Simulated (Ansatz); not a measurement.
AlN:

```
Al N
1.0
     3.11300    0.00000    0.00000
    -1.55650    2.69594    0.00000
     0.00000    0.00000    4.98100
Al N
2 2
Cartesian
  1.5565 0.8986 2.4905
  0.0000 1.7973 0.0000
  1.5565 0.8986 4.3833
  0.0000 1.7973 1.8928
```

Base run:

```yaml
Program: Ansatz 0.2.0
Functional: PBE
Potentials_or_basis: Ansatz PAW
Cutoff: 600 eV
Density_cutoff: 2400 eV
k_mesh: 10 × 10 × 6
Occupations: fermi-dirac, width 0.05 eV
Spin: no spin polarisation
```

Its results: band gap on the k mesh 4.21 eV, direct; pressure 3.7 GPa; largest force 0.129 eV/Å.

Q: The run is repeated on the same cell with these changes: functional from PBE to revPBE; cutoff from 600 eV to 420 eV (not typed: the program's choice for these potentials). What comes out?

A: Band gap on the k mesh 4.24 eV, direct; pressure 6.5 GPa; largest force 0.136 eV/Å.

revPBE binds less tightly than PBE, so the same cell stands under more pressure.

Caveats: the PAW data sets come from PBE, with cores solved anew for the run's functional, which leaves a small shift of forces and pressure (some runs).
